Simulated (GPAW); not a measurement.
# SnO2 (Cassiterite) (P4_2/mnm) in GPAW: notebook

Aim: see how the results for SnO2 (Cassiterite) move with the level of theory and the settings. Levels: PBE, OLYP, WC, BLYP+D3(BJ), OLYP+D4. Tasks: single point, relaxation of cell and atoms.

Everything below comes from runs of GPAW 26.7.0. Logs are shortened: lines on timing, memory, paths and dates and some standing lists are left out, and cuts for length are marked. The log counts tension as positive stress, the text compression.

**1. The structure**

It takes space group P4_2/mnm (No. 136, tetragonal). Conventional cell: a = 4.738 Å, b = 4.738 Å, c = 3.187 Å, α = 90.00°, β = 90.00°, γ = 90.00°. Sn (site symmetry mmm) has 6 O at 2.05 to 2.06 Å as nearest neighbours. O (site symmetry m2m) has 3 Sn at 2.05 to 2.06 Å as nearest neighbours.

**2. Single point, PBE**

run.py

```python
from ase.dft.bandgap import bandgap
from ase.io import write
from ase.spacegroup import crystal
from ase.units import GPa
from gpaw import GPAW, PW

# Sn 2a
# O 4f
atoms = crystal(['Sn', 'O'],
                basis=[[0.5, 0.5, 0.5],
                       [0.8071, 0.1929, 0.5]],
                spacegroup=136, setting=1,  # P4_2/mnm
                cellpar=[4.738, 4.738, 3.1865, 90.0, 90.0, 90.0],
                primitive_cell=True)

calc = GPAW(mode=PW(600),
            xc='PBE',
            kpts={'size': (5, 5, 7), 'gamma': True},
            occupations={'name': 'fermi-dirac', 'width': 0.05},
            nbands=43,
            maxiter=120,
            txt='gpaw.txt')
atoms.calc = calc
energy = atoms.get_potential_energy()
forces = atoms.get_forces()
stress = atoms.get_stress()
calc.write('gs.gpw')
write('result.traj', atoms)
print(f'Energy: {energy:.6f} eV')
print('Forces (eV/A):')
print(forces.round(4))
print('Stress (GPa):', (stress / GPa).round(3))
print('Fermi level:', round(calc.get_fermi_level(), 4), 'eV')
print(f'Gap: {bandgap(calc)[0]:.4f} eV, direct: {bandgap(calc, direct=True)[0]:.4f} eV')
```

Potentials or basis: GPAW PAW data sets (gpaw-data 1.2.1), pw.

Launch:

```console
> OMP_NUM_THREADS=1 python run.py
```

gpaw.txt:

```text
__  _  _
 | _ |_)|_||  |
 |__||  | ||/\| - 26.7.0

Input parameters:
  mode=PW(ecut=600.0),
  kpts=MonkhorstPack(size=(5, 5, 7), gamma=True),
  maxiter=120,
  nbands=43,
  occupations=Occupations(name='fermi-dirac', width=0.05),
  xc=XC(name='PBE')

Diagonalizing LCAO Hamiltonian
Converting LCAO to pw mode
    .-----------.
   /|           |
  / |           |
 *  | O         |
 |  .---Sn-O----.
 | /       O   /
 |/   O       /
 Sn----------*

Atoms  # Å, Bohr magnetons
|   | symbol |        x |        y |        z |    initial magnetic moments |
|---|--------|----------|----------|----------|-----------------------------|
| 0 |     Sn | 2.369000 | 2.369000 | 1.593250 | ( 0.0000,  0.0000,  0.0000) |
| 1 |     Sn | 0.000000 | 0.000000 | 0.000000 | ( 0.0000,  0.0000,  0.0000) |
| 2 |      O | 3.824040 | 0.913960 | 1.593250 | ( 0.0000,  0.0000,  0.0000) |
| 3 |      O | 0.913960 | 3.824040 | 1.593250 | ( 0.0000,  0.0000,  0.0000) |
| 4 |      O | 1.455040 | 1.455040 | 0.000000 | ( 0.0000,  0.0000,  0.0000) |
| 5 |      O | 3.282960 | 3.282960 | 0.000000 | ( 0.0000,  0.0000,  0.0000) |

Unit cell  # Å
| periodic |        x |        y |        z |  lengths |    angles |
|----------|----------|----------|----------|----------|-----------|
|      yes | 4.738000 | 0.000000 | 0.000000 | 4.738000 | 90.000000 |
|      yes | 0.000000 | 4.738000 | 0.000000 | 4.738000 | 90.000000 |
|      yes | 0.000000 | 0.000000 | 3.186500 | 3.186500 | 90.000000 |

Number of symmetries: 8
Symmetry operations  # r_c * U_cc + t_c -> r_c
|   | kind |            matrix            |
|---|------|------------------------------|
| 0 |  E   |  1, 0, 0,  0, 1, 0,  0, 0, 1 |
| 1 |  σ   |  1, 0, 0,  0, 1, 0,  0, 0,-1 |
| 2 |  σ   |  0, 1, 0,  1, 0, 0,  0, 0, 1 |
| 3 |  C2  |  0, 1, 0,  1, 0, 0,  0, 0,-1 |
| 4 |  σ   |  0,-1, 0, -1, 0, 0,  0, 0, 1 |
| 5 |  C2  |  0,-1, 0, -1, 0, 0,  0, 0,-1 |
| 6 |  C2  | -1, 0, 0,  0,-1, 0,  0, 0, 1 |
| 7 |  i   | -1, 0, 0,  0,-1, 0,  0, 0,-1 |

BZ-sampling:
  Number of BZ points: 175
  Number of IBZ points: 36

  Monkhorst-Pack size: [5, 5, 7]
  Monkhorst-Pack shift: [0, 0, 0]

K-points  # in reciprocal-cell coordinates
|     |                                coordinates |     weight |
|-----|--------------------------------------------|------------|
|   0 | (  0.00000000,   0.00000000,   0.00000000) | 0.00571429 |
|   1 | (  0.00000000,   0.00000000,   0.14285714) | 0.01142857 |
|   2 | (  0.00000000,   0.00000000,   0.28571429) | 0.01142857 |
|   3 | (  0.00000000,   0.00000000,   0.42857143) | 0.01142857 |
|   4 | (  0.20000000,  -0.20000000,   0.00000000) | 0.01142857 |
|   5 | (  0.20000000,  -0.20000000,   0.14285714) | 0.02285714 |
|   6 | (  0.20000000,  -0.20000000,   0.28571429) | 0.02285714 |
|   7 | (  0.20000000,  -0.20000000,   0.42857143) | 0.02285714 |
|   8 | (  0.20000000,   0.00000000,   0.00000000) | 0.02285714 |
|   9 | (  0.20000000,   0.00000000,   0.14285714) | 0.04571429 |
| ... |                                            |            |
|  35 | (  0.40000000,   0.40000000,   0.42857143) | 0.02285714 |

Plane wave coefficients: 2409
Cutoff: 600.0 eV

Spin-components: 1 (collinear spins)
Bands:           43
Projectors:      32
Spin-degeneracy: 2
Datatype:        complex128

Parallelization:
  kpt:    1
  domain: 1
  band:   1

Density:
  Valence electrons: 52.0
  Components: 1
  Grid points: [27 27 20]
  Charge: 0.0  # |e|

Potential:
  Grid points: [27 27 20]

species:
  Sn:
    name:    Tin
    Z:       50.0
    valence: 14
    core:    36
    charge:  0.0  # [|e|]
    compensation charges:
      type: gauss
      rc: 0.38  # [Å]
      lmax: 2
    cutoffs:
      filter: 2.23  # [Å]
      core: 2.35  # [Å]
    projectors
    | kind |    occ | energy [eV] | rcut [Å] |
    |------|--------|-------------|----------|
    |   5s |  2.000 |     -10.538 |    1.201 |
    |   5p |  2.000 |      -3.696 |    1.270 |
    |   4d | 10.000 |     -25.845 |    1.185 |
    |    s |        |      16.674 |    1.201 |
    |    p |        |      23.515 |    1.270 |
    |    d |        |       1.367 |    1.185 |

    Using partial waves for Sn as LCAO basis

  O:
    name:    Oxygen
    Z:       8.0
    valence: 6
    core:    2
    charge:  0.0  # [|e|]
    compensation charges:
      type: gauss
      rc: 0.21  # [Å]
      lmax: 2
    cutoffs:
      filter: 1.17  # [Å]
      core: 0.83  # [Å]
    projectors
    | kind |    occ | energy [eV] | rcut [Å] |
    |------|--------|-------------|----------|
    |   2s |  2.000 |     -23.961 |    0.688 |
    |   2p |  4.000 |      -9.029 |    0.598 |
    |    s |        |       3.251 |    0.688 |
    |    p |        |      18.182 |    0.598 |
    |    d |        |       0.000 |    0.619 |

    Using partial waves for O as LCAO basis

Reference energy: -344184.795819  # eV

eigensolver:
  PPCG
  Converge bands: occupied
  niter=2

density mixing:
  MSR1-Mixer
  Pratt-step length: 0.05
  Maximum mixing coefficient: 0.75
  Old densities: 10
  SVD Regularization: 0.005
  Good broyden scale: 1.0
  Trust region scale: 1.0
  Backstep threshold: 4.0
  History deletion threshold: 6.0
  Fourier metric: weight=20.0, sigma=0.015

occupation numbers:
  Fermi-Dirac:
    width: 0.0500  # eV

poisson solver:
  ecut: 4800.0  # eV

xc functional:
  name: PBE with 2 nearest neighbor stencil

convergence criteria:
- Maximum [total energy] change in last 3 cyles: 0.0005 eV / valence electron
- Maximum integral of absolute [dens]ity change: 0.0001 electrons / valence electron
- Maximum integral of absolute [eigenst]ate change: 4e-08 eV^2 / valence electron
maximum number of iterations: 120

SCF iterations
|iter     | |      energy | eigst |  dens |
|---------|-|-------------|-------|-------|
|iter:   1| |  -44.149710 | +0.36 |       |
|iter:   2| |  -42.691135 | -1.35 | -0.87 |
|iter:   3| |  -38.467810 | -0.80 | -0.93 |
|iter:   4| |  -38.433924 | -2.68 | -1.48 |
|iter:   5| |  -38.442998 | -3.31 | -1.80 |
|iter:   6| |  -38.443532c| -4.43 | -2.85 |
|iter:   7| |  -38.443386c| -5.00 | -3.13 |
|iter:   8| |  -38.443428c| -5.80 | -3.40 |
|iter:   9| |  -38.443429c| -7.57c| -4.43c|

Converged in 9 steps
Energy contributions relative to reference atoms: (reference = -344184.795819)

Energy contributions:
  Kinetic:          78.610540
  Coulomb:         -68.657010
  Zero:             -0.069072
  External:          0.000000
  Xc:              -48.327887
  Entropy:          -0.000000
  Spinorbit:         0.000000
  ----------------------------
  Free energy:     -38.443429
  Extrapolated:    -38.443429

dipole moment: (-15.483473, -15.483473, -28.293370)  # |e|*Ang

Fermi level: 6.735
Eigenvalues  # (at kpt = [0.000, 0.000, 0.000])
| band index |      eig [eV] | occ [0-2] |
|------------|---------------|-----------|
|          0 |       -15.026 |     2.000 |
|        ... |               |           |
|         18 |         2.981 |     2.000 |
|         19 |         4.031 |     2.000 |
|         20 |         4.160 |     2.000 |
|         21 |         4.865 |     2.000 |
|         22 |         4.865 |     2.000 |
|         23 |         5.303 |     2.000 |
[... 8 lines left out ...]
|         32 |        18.211 |     0.000 |
|         33 |        18.211 |     0.000 |
|        ... |               |           |
|         42 |        26.030 |     0.000 |

Gap: 1.311 eV
Transition (v -> c):
  (s=0, k=0, n=25, [0.00, 0.00, 0.00]) -> (s=0, k=0, n=26, [0.00, 0.00, 0.00])
No difference between direct/indirect transitions

Forces  # eV/Ang
|        x |        y |       z |
|----------|----------|---------|
|  0.00000 | -0.00000 | 0.00000 |  # Sn   0
| -0.00000 | -0.00000 | 0.00000 |  # Sn   1
| -0.17196 |  0.17196 | 0.00000 |  # O    2
|  0.17196 | -0.17196 | 0.00000 |  # O    3
| -0.19325 | -0.19325 | 0.00000 |  # O    4
|  0.19325 |  0.19325 | 0.00000 |  # O    5

Stress tensor  # eV/Ang^3
|         x |         y |         z |
|-----------|-----------|-----------|
| -0.023172 | -0.000033 |  0.000000 |
| -0.000033 | -0.023172 |  0.000000 |
|  0.000000 |  0.000000 | -0.039456 |

# Writing to gs.gpw (mode='')
```

Wall time 66 s (1 thread of Arm Neoverse V1, shared host); peak memory 0.23 GiB.

Results:

```
Free energy            : -38.4434 eV
Pressure               : 4.6 GPa
Largest force          : 0.273 eV/Å
Band gap on the k mesh : 1.31 eV, direct
```

Forces on the atoms (eV/Å):
```
Sn   0.000  0.000  0.000
Sn   0.000  0.000  0.000
O   -0.172  0.172  0.000
O    0.172 -0.172  0.000
O   -0.193 -0.193  0.000
O    0.193  0.193  0.000
```

Stress tensor (GPa, compression positive):
```
3.71 0.01 0.00
0.01 3.71 0.00
0.00 0.00 6.32
```

Levels at points of the mesh, in eV from the valence-band top:
```tsv
k point	band 24	band 25	band 26	band 27	band 28	band 29
(0.00, 0.00, 0.00)	-0.77	-0.77	0.00	1.31	6.18	6.37
```

Caveat: the cutoff is short for stress and forces, so pressures can be off by a GPa or more; spin-orbit coupling is left out, which moves the levels of the heavy elements.

[end of part 1 of 3]
